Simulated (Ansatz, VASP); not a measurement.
**ZnO in VASP and in Ansatz**

File INCAR:

```
SYSTEM = ZnO
  PREC = Accurate
  ENCUT = 520
  EDIFF = 1E-7
  ISMEAR = 0
  SIGMA = 0.01
  LREAL = .FALSE.
  LASPH = .TRUE.
  NELM = 80
  ALGO = Normal
  ISIF = 2
  LWAVE = .FALSE.
  LCHARG = .FALSE.
  GGA = PE
  NBANDS = 46
```

File KPOINTS:

```
regular mesh
0
G
  4 4 6
  0 0 0
```

The input POSCAR:

```
ZnO
1.0
    5.5519117388      0.0000000000      0.0000000000
    0.0000000000      5.5519117388      0.0000000000
    0.0000000000      0.0000000000      3.2458455511
Zn O
4 4
Direct
    0.1816732156      0.1816732156      0.5000000000
    0.8183267844      0.8183267844      0.5000000000
    0.6816732156      0.3183267844      0.0000000000
    0.3183267844      0.6816732156      0.0000000000
    0.8184370494      0.1815629506      0.5000000000
    0.1815629506      0.8184370494      0.5000000000
    0.6815629506      0.6815629506      0.0000000000
    0.3184370494      0.3184370494      0.0000000000
```

Input for Ansatz:

```yaml
crystal:
  lattice:
    - [5.5519117388, 0.0, 0.0]
    - [0.0, 5.5519117388, 0.0]
    - [0.0, 0.0, 3.2458455511]
  atoms:
    - { symbol: Zn, position: [0.1816732156, 0.1816732156, 0.5] }
    - { symbol: Zn, position: [0.8183267844, 0.8183267844, 0.5] }
    - { symbol: Zn, position: [0.6816732156, 0.3183267844, 0.0] }
    - { symbol: Zn, position: [0.3183267844, 0.6816732156, 0.0] }
    - { symbol: O, position: [0.8184370494, 0.1815629506, 0.5] }
    - { symbol: O, position: [0.1815629506, 0.8184370494, 0.5] }
    - { symbol: O, position: [0.6815629506, 0.6815629506, 0.0] }
    - { symbol: O, position: [0.3184370494, 0.3184370494, 0.0] }
kpoints:
  mp_grid: { grid: [4, 4, 6] }
hamiltonian:
  xc: pbe
scf:
  occupations: { method: fixed }
  n_extra_bands: 6
output:
  forces: true
  stress: true
  eigenvalues: true
```

Alike in both runs: task single point; functional PBE; k mesh 4 × 4 × 6; no spin polarisation.

|  | VASP | Ansatz |
| --- | --- | --- |
| version | VASP 6.6.1 | Ansatz 0.2.0 |
| potentials or method | VASP PAW PBE potentials, release 64 (Zn, O) | plane waves, PAW |
| plane-wave cutoff (eV) | 520 | 420 |
| occupations | gaussian, width 0.01 eV | fixed |
| valence electrons in the cell | 72 | 72 |

|  | VASP | Ansatz | Ansatz less VASP |
| --- | --- | --- | --- |
| gap on the k mesh at the Fermi level (eV) | 0.77 | 0.79 | +0.013 |
| pressure (GPa) | 5.0 | 4.0 | -1.01 |
| largest component of the traceless stress (GPa) | 0.62 | 0.44 | -0.172 |
| rms of the force components (eV/Å) | 0.009 | 0.011 | +0.0022 |

Atom by atom the forces differ by 0.002 eV/Å (rms over components).
